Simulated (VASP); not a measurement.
NaH: single point with PBE

The system is NaH.

```
CELL_PARAMETERS angstrom
4.04752 -0.11907 0.11160
0.29396 4.16609 -0.07956
1.28919 0.23411 3.91141
ATOMIC_POSITIONS crystal
Na 0.17301 0.41597 0.31761
Na 0.58469 0.91384 0.76208
H 0.76259 0.57682 0.06371
H 0.49057 0.32429 0.66528
```

The cell was built by a generator and needn't be a form met in nature.

```yaml
Program: VASP 6.6.1
Task: single point
Functional: PBE
Potentials_or_basis: VASP PAW PBE potentials, release 64 (Na_pv, H)
Cutoff: 520 eV
k_mesh: 4 × 4 × 4
Occupations: fermi-dirac, width 0.05 eV
Spin: no spin polarisation
```

The pressure is 2.6 GPa and the largest force is 1.404 eV/Å. The band gap on the k mesh is 1.34 eV, indirect (least direct gap 2.29 eV).

Forces in eV/Å, atoms in the order of the input:
```
Na  -0.058  0.054 -0.054
Na   0.165 -1.391  0.093
H    0.405  0.524  0.093
H   -0.512  0.813 -0.131
```

Stress tensor (GPa, compression positive):
```
-1.25 -1.63 -0.58
-1.63  7.09 -2.90
-0.58 -2.90  1.92
```

Levels at points of the mesh, in eV from the valence-band top:
```tsv
k point	band 4	band 5	band 6	band 7	band 8	band 9	band 10	band 11	band 12	band 13
(0.00, 0.00, 0.00)	-24.01	-23.94	-23.84	-4.88	0.00	3.01	6.10	6.30	6.81	8.73
(0.50, 0.00, 0.00)	-24.03	-23.94	-23.84	-3.46	-1.67	1.87	5.79	6.16	7.28	7.77
(0.00, 0.50, 0.00)	-24.02	-23.94	-23.85	-3.79	-1.74	2.32	7.01	7.85	8.57	8.74
(0.50, 0.50, 0.00)	-24.02	-23.94	-23.84	-2.69	-1.35	1.75	2.37	5.28	7.05	8.12
(0.00, 0.00, 0.50)	-24.02	-23.94	-23.84	-3.09	-2.46	2.63	5.32	6.30	7.27	7.57
(0.50, 0.00, 0.50)	-24.01	-23.94	-23.84	-2.66	-1.96	1.83	3.48	5.90	7.06	9.18
(0.00, 0.50, 0.50)	-24.02	-23.94	-23.84	-2.31	-2.01	1.60	2.42	6.10	7.44	8.08
(0.50, 0.50, 0.50)	-24.03	-23.95	-23.85	-2.17	-1.45	2.43	2.94	4.97	5.49	5.64
```

Wall time 43 s on 1 thread of Intel(R) Xeon(R) Platinum 8488C (Sapphire Rapids) (shared host), peak memory 0.17 GiB.

PBE gaps usually lie below the measured ones, often by a third to a half.
